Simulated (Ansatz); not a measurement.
Fe under changes of volume

One of the cells (12.019 Å³/atom); the others are scaled copies at fixed shape and fractional positions:

```xyz
1
Lattice="-1.4430 1.4430 1.4430 1.4430 -1.4430 1.4430 1.4430 1.4430 -1.4430" Properties=species:S:1:pos:R:3 pbc="T T T"
Fe    0.0000    0.0000    0.0000
```

| Property | Result |
| --- | --- |
| Program | Ansatz 0.2.0 |
| Functional | PBE |
| Potentials or basis | all-electron LAPW, scalar-relativistic |
| Cutoff | 326 eV (chosen from the basis error) |
| Basis error allowed | 0.0005 eV/atom |
| k mesh | 13 × 13 × 13 |
| Occupations | fermi-dirac, width 0.05 eV |
| Spin | collinear spin, ferromagnetic start |
| Starting moments | [3.0] μB |

```tsv
volume (Å³/atom)	energy over the lowest point (meV/atom)	pressure (GPa)	moment (μB per cell)
11.298	0.00	0.0	2.11
11.538	3.19	-4.0	2.14
11.778	?	?	?
12.019	25.30	-9.9	2.24
12.259	41.62	-11.8	2.31
12.499	60.68	-13.3	2.38
12.740	81.17	-13.6	2.50
```

Question: What does the run at 11.778 Å³/atom give?

Answer: Energy over the lowest point 12.00 meV/atom; pressure -7.3 GPa; moment 2.18 μB per cell.

Worked out: A Birch-Murnaghan fit of order 3 (a polynomial in V^(-2/3)) to the other rows has its minimum at 11.30 Å³/atom with B0 = V·E''(V) = 222 GPa (rough, since the energies scatter). It gives 12.01 meV/atom at 11.778 Å³/atom, against the run's 12.00, and -dE/dV = -7.5 GPa, against -7.3. A parabola through the other rows of the moment, of slope 0.203 μB per Å³/atom there, gives 2.18 μB, against the run's 2.18.

Energies are extrapolated to zero smearing.
